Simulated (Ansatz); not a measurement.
**KCl (Sylvite) in Ansatz: the effect of functional**

The system is KCl (Sylvite).

```
CELL_PARAMETERS angstrom
0.00000 3.18788 3.18788
3.18788 0.00000 3.18788
3.18788 3.18788 0.00000
ATOMIC_POSITIONS crystal
K 0.00000 0.00000 0.00000
Cl 0.50000 0.50000 0.50000
```

The cell isn't the ideal one: volume scaled by 1.04.

Alike in all runs:

```yaml
Program: Ansatz 0.2.0
Task: single point
Potentials_or_basis: Ansatz PAW
k_mesh: 7 × 7 × 7
Occupations: fermi-dirac, width 0.05 eV
Spin: no spin polarisation
```

```tsv
functional	cutoff	gap on the mesh (eV)	pressure (GPa)
LDA	420 eV (not typed: the program's choice for these potentials)	4.62	-2.4
PBEsol	420 eV (not typed: the program's choice for these potentials)	?	?
r2SCAN	500 eV (not typed: the program's choice for these potentials)	5.69	-0.7
```

Q: What does the run with functional PBEsol give?

A: gap on the mesh 4.91 eV; pressure -1.0 GPa.

Caveats: odd divisions of the mesh miss points on the zone boundary, where band edges often lie, so the gap on the mesh can be too wide; the PAW data sets come from PBE, with cores solved anew for the run's functional, which leaves a small shift of forces and pressure.

A k mesh can miss the band edges.

Runs at the PBE level aren't shown here.
